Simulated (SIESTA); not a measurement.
Runs of SIESTA 5.4.2 on NiO. The structure is cubic, space group Fm-3m (No. 225). The conventional cell has a = 4.172 Å, b = 4.172 Å, c = 4.172 Å, α = 90.00°, β = 90.00°, γ = 90.00°. Ni (site symmetry m-3m) has 6 O at 2.09 Å as nearest neighbours. O (site symmetry m-3m) is surrounded by 6 Ni at 2.09 Å. 

```tsv
task	level	potentials or basis	spin	cell	k mesh	optimiser	force tolerance	stress tolerance (GPa)	grid cutoff	energy shift	gap on the mesh (eV)	pressure (GPa)	moment (μB)	relaxed volume (Å³/atom)
band structure	BLYP	PseudoDojo 0.4 standard (PBE files), DZP (energy shift 0.003 Ry; two zetas on semicore shells)	collinear, ferromagnetic start	as given	11 × 11 × 11	-	-	-	800 Ry	0.003 Ry	none	(b)	1.67	-
single point	LDA	PseudoDojo 0.4 standard (LDA files), DZP (energy shift 0.002 Ry)	collinear, ferromagnetic start	as given	8 × 8 × 8	-	-	-	800 Ry	0.002 Ry	none	-18.1	0.72	-
atomic charges	LDA	PseudoDojo 0.4 standard (LDA files), TZP (energy shift 0.002 Ry)	collinear, ferromagnetic start	as given	8 × 8 × 8	-	-	-	800 Ry	0.002 Ry	none	-18.9	0.72	-
relaxation of cell and atoms	optB88-vdW	PseudoDojo 0.4 standard (PBE files), TZP (energy shift 0.002 Ry)	non-collinear, random start	relaxed	8 × 8 × 8	Broyden	0.01 eV/Å	0.05	1200 Ry	0.002 Ry	none	-	0.14	9.00
band structure	PBE	PseudoDojo 0.4 standard (PBE files), SZ (energy shift 0.002 Ry)	collinear, ferromagnetic start	as given	11 × 11 × 11	-	-	-	800 Ry	0.002 Ry	none	9.4	0.33	-
band structure	vdW-DF-cx	PseudoDojo 0.4 standard (PBE files), DZP (energy shift 0.002 Ry)	collinear, ferromagnetic start	as given	11 × 11 × 11	-	-	-	800 Ry	0.002 Ry	none	-7.6	0.66	-
relaxation of cell and atoms	PBE	PseudoDojo 0.4 standard (PBE files), TZDP (energy shift 0.01 Ry)	collinear, ferromagnetic start	relaxed	8 × 8 × 8	Broyden	0.04 eV/Å	-	800 Ry	0.01 Ry	none	0.0	1.84	(a)
single point	PBE	PseudoDojo 0.4 standard (PBE files), DZP (energy shift 0.003 Ry; two zetas on semicore shells)	collinear, ferromagnetic start	as given	11 × 11 × 11	-	-	-	800 Ry	0.003 Ry	none	6.4	1.76	-
```

Alike in all rows: smearing fermi-dirac 0.05 eV.

Problem. Estimate the missing entries.

Solution. (a) 9.18; (b) 14.2.

Caveats: the basis of atomic orbitals isn't converged, which shifts pressures, moduli and gaps; semilocal functionals often make such compounds metallic where correlation or magnetic order opens a gap, which also shifts bond lengths; a cell with one magnetic atom can't hold antiferromagnetic order, which such compounds often take (some runs); semicore shells carry a single zeta, which can move pressures by several GPa and volumes by a few percent (some runs); short orbitals over semicore shells can move pressures by several GPa (some runs); the potentials were made for another functional, which shifts forces and pressure (some runs); so large a pressure means that the cell lies far from this level's equilibrium, or that cutoff or potentials fall short (some runs).

A k mesh can miss the band edges.

A gap of «none» marks a metal or a gap under the smearing width.

Not every run made on this cell is shown here.
